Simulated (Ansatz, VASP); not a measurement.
This is a calculation of C for VASP 6.6.1.

File INCAR:

```
PREC     = Accurate       # precision mode
ENCUT    = 520            # plane-wave cutoff, eV
EDIFF    = 1E-7           # SCF threshold, eV
ISMEAR   = -1             # smearing method
SIGMA    = 0.05           # smearing width, eV
LREAL    = F              # projectors in reciprocal space
LASPH    = T              # aspherical terms in the spheres
NELM     = 80             # most SCF steps
ALGO     = Normal         # electronic algorithm
ISIF     = 2              # what is computed and relaxed
LWAVE    = F              # write WAVECAR
LCHARG   = F              # write CHGCAR
GGA      = PE             # functional
NBANDS   = 11             # bands
```

The input KPOINTS:

```
regular mesh
0
Gamma
  13 13 13
```

Contents of POSCAR:

```
C
1.0
    0.0000000000      1.7833700000      1.7833700000
    1.7833700000      0.0000000000      1.7833700000
    1.7833700000      1.7833700000      0.0000000000
C
2
Direct
    0.7477760000      0.7530630000      0.7541630000
    0.4892810000      0.4986030000      0.4935990000
```

Potentials or basis: VASP PAW PBE potentials, release 64 (C).

Launch:

```console
$ cat potpaw_PBE.64/C/POTCAR > POTCAR
$ mpirun -np 1 vasp_std > vasp.out
```

**Question.** Translate it to Ansatz 0.2.0. Potentials there: Ansatz PAW soft_1.

**Answer.** As run (the cutoff follows the program's own potentials):

File input.yaml:

```yaml
crystal:
  lattice:
    - [0.0, 1.78337, 1.78337]
    - [1.78337, 0.0, 1.78337]
    - [1.78337, 1.78337, 0.0]
  atoms:
    - { symbol: C, position: [0.747776, 0.753063, 0.754163] }
    - { symbol: C, position: [0.489281, 0.498603, 0.493599] }
hamiltonian:
  xc: pbe
  pseudopotentials: { kind: paw, azcp: { folder: soft_1 } }
kpoints:
  mp_grid: { grid: [13, 13, 13] }
scf:
  occupations: { method: fermi_dirac, width: 0.05 }
output:
  forces: true
  stress: true
  eigenvalues: true
```

Potentials or basis: Ansatz PAW soft_1.

The run is started by

```bash
$ ansatz run input.yaml --threads 1 --pin off --max-ram 3584MiB --backend cpu --events-out ev --progress --plain --runs-dir out
```

Both were run:

|  | VASP | Ansatz | Ansatz less VASP |
| --- | --- | --- | --- |
| gap on the k mesh at the Fermi level (eV) | 3.23 | 3.24 | +0.008 |
| least direct gap on the mesh (eV) | 3.98 | 3.98 | -0.001 |
| pressure (GPa) | 3.2 | 2.6 | -0.67 |
| largest component of the traceless stress (GPa) | 1.11 | 0.97 | -0.135 |
| rms of the force components (eV/Å) | 0.964 | 0.959 | -0.0057 |

Atom by atom the forces differ by 0.006 eV/Å (rms over components). The functional is the same, so the differences come from potentials, cutoffs and numerics.

Caveats: an odd mesh through Γ misses points on the zone boundary, where band edges often lie (VASP); forces of over 1 eV/Å show positions far from the minimum, so gaps and moduli don't describe the material at rest (VASP); odd divisions of the mesh miss points on the zone boundary, where band edges often lie, so the gap on the mesh can be too wide (Ansatz); the pressure holds a Pulay correction of +0.6 GPa for the finite cutoff (Ansatz).
